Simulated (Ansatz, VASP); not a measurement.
TaS2: VASP beside Ansatz

```
CELL_PARAMETERS angstrom
3.34353 0.00000 0.00000
-1.67177 2.89559 0.00000
0.00000 0.00000 23.67024
ATOMIC_POSITIONS crystal
S 0.66667 0.33333 0.19011
S 0.33333 0.66667 0.32045
S 0.33333 0.66667 0.47000
S 0.00000 0.00000 0.60034
Ta 0.00000 0.00000 0.25528
Ta 0.66667 0.33333 0.53517
```

Alike in both runs: task single point; functional PBE; dispersion D3(BJ); k mesh 12 × 12 × 1; occupations gaussian, width 0.1 eV; no spin polarisation.

|  | VASP | Ansatz |
| --- | --- | --- |
| version | VASP 6.6.1 | Ansatz 0.2.0 |
| potentials or method | VASP PAW PBE potentials, release 64 (S, Ta_pv) | scalar-relativistic, plane waves, PAW |
| plane-wave cutoff (eV) | 520 | 420 |
| valence electrons in the cell | 46 | 50 |

Ansatz gave:

```
gap on the k mesh at the Fermi level (eV)  : none
rms of the force components (eV/Å)         : 0.028
work function, face that differs most (eV) : 5.05
```

What did VASP give for the same quantities?

gap on the k mesh at the Fermi level (eV): none; rms of the force components (eV/Å): 0.028; work function, face that differs most (eV): 5.03.

A gap of «none» marks a metal or a gap that the smearing closes. With one functional, cell and mesh, what is left measures potentials, basis and numerics. The two sets of potentials don't hold the same shells in valence.

Spin-orbit coupling is left out, which matters for the levels of Ta.
